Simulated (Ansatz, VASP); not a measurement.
Two plane-wave programs on ZnCu

INCAR

```
SYSTEM = ZnCu
PREC = Accurate
ENCUT = 520
EDIFF = 1E-7
ISMEAR = -1
SIGMA = 0.05
LREAL = .False.
LASPH = .True.
NELM = 60
ALGO = Fast
ISIF = 2
LWAVE = .False.
LCHARG = .False.
GGA = PE
NBANDS = 18
```

File KPOINTS:

```
regular mesh
0
Gamma
  8 8 8
  0 0 0
```

POSCAR

```
ZnCu
1.0
    2.9450000000      0.0000000000      0.0000000000
    0.0000000000      2.9450000000      0.0000000000
    0.0000000000      0.0000000000      2.9450000000
Zn Cu
1 1
Direct
    0.5000000000      0.5000000000      0.5000000000
    0.0000000000      0.0000000000      0.0000000000
```

The input input.yaml:

```yaml
crystal:
  lattice:
    - [2.945, 0.0, 0.0]
    - [0.0, 2.945, 0.0]
    - [0.0, 0.0, 2.945]
  atoms:
    - { symbol: Zn, position: [0.5, 0.5, 0.5] }
    - { symbol: Cu, position: [0.0, 0.0, 0.0] }
hamiltonian:
  xc: pbe
  pseudopotentials: { kind: paw }
kpoints:
  mp_grid: { grid: [8, 8, 8] }
scf:
  occupations: { method: fermi_dirac, width: 0.05 }
output:
  forces: true
  stress: true
  eigenvalues: true
```

Alike in both runs: task single point; functional PBE; k mesh 8 × 8 × 8; occupations fermi-dirac, width 0.05 eV; no spin polarisation.

|  | VASP | Ansatz |
| --- | --- | --- |
| version | VASP 6.6.1 | Ansatz 0.2.0 |
| potentials or method | VASP PAW PBE potentials, release 64 (Zn, Cu) | Ansatz PAW |
| plane-wave cutoff (eV) | 520 | 420 |
| valence electrons in the cell | 23 | 31 |

VASP gave:

- gap on the k mesh at the Fermi level (eV): none
- pressure (GPa): 3.1

Task: What did Ansatz give for the same quantities?

Result: gap on the k mesh at the Fermi level (eV): none; pressure (GPa): 2.6.

A gap of «none» marks a metal or a gap that the smearing closes. The two sets of potentials don't hold the same shells in valence.
